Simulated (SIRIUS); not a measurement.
# ZnAu in SIRIUS: convergence with density tol

Input of the first run (density tol 0.01); the others differ in this setting and in those tied to it:

sirius.json

```json
{
  "control": {
    "processing_unit": "cpu",
    "verbosity": 2,
    "num_bands_to_print": 24,
    "print_forces": true,
    "print_stress": true
  },
  "parameters": {
    "electronic_structure_method": "pseudopotential",
    "xc_functionals": ["XC_GGA_X_PBE", "XC_GGA_C_PBE"],
    "gk_cutoff": 6.4,
    "pw_cutoff": 20.0,
    "ngridk": [8, 8, 8],
    "shiftk": [0, 0, 0],
    "smearing": "cold",
    "smearing_width": 0.0018374661,
    "num_bands": 24,
    "num_mag_dims": 0,
    "num_dft_iter": 100,
    "energy_tol": 0.01,
    "density_tol": 0.01
  },
  "iterative_solver": {
    "type": "davidson",
    "min_tolerance": 1e-10
  },
  "mixer": {
    "type": "anderson",
    "beta": 0.7,
    "max_history": 8
  },
  "settings": {
    "tol_ne": 1e-10
  },
  "unit_cell": {
    "lattice_vectors": [
      [5.946968114197, 0.0, 0.0],
      [0.0, 5.946968114197, 0.0],
      [0.0, 0.0, 5.946968114197]
    ],
    "atom_coordinate_units": "lattice",
    "atom_types": ["Au", "Zn"],
    "atom_files": {
      "Au": "Au.json",
      "Zn": "Zn.json"
    },
    "atoms": {
      "Au": [
        [0.0, 0.0, 0.0]
      ],
      "Zn": [
        [0.5, 0.5, 0.5]
      ]
    }
  }
}
```

Potentials or basis: GBRV 1.5 PBE (ultrasoft).

Command:

```sh
$ upf_to_json au_pbe_v1.uspp.F.UPF
$ upf_to_json zn_pbe_v1.uspp.F.UPF
$ OMP_NUM_THREADS=1 sirius.scf --input=sirius.json --output=out.json --task=0
```

Hardware: 1 thread of Intel(R) Xeon(R) Platinum 8488C (Sapphire Rapids), with other jobs on the host.

```
density tol  energy less the tightest run (meV/atom)  pressure (GPa)  SCF cycles  CPU time (s)  peak memory (GiB)
       0.01                                     0.21            4.14           5            15               0.38
      0.001                                     0.03            4.96           7            17               0.38
     0.0001                                     0.01            4.94           8            18               0.38
      1e-05                                     0.00            4.91          13            23               0.37
      1e-06                                     0.00            4.92          20            30               0.37
      1e-07                                     0.00            4.92          23            32               0.37
```

Against the tightest run, the energy stays within 1 meV/atom from 0.01 on; the pressure stays within 0.1 GPa from 0.001 on. The tightest run that finished is the yardstick and may itself not be fully converged.

Spin-orbit coupling is left out, which matters for the levels of Au.
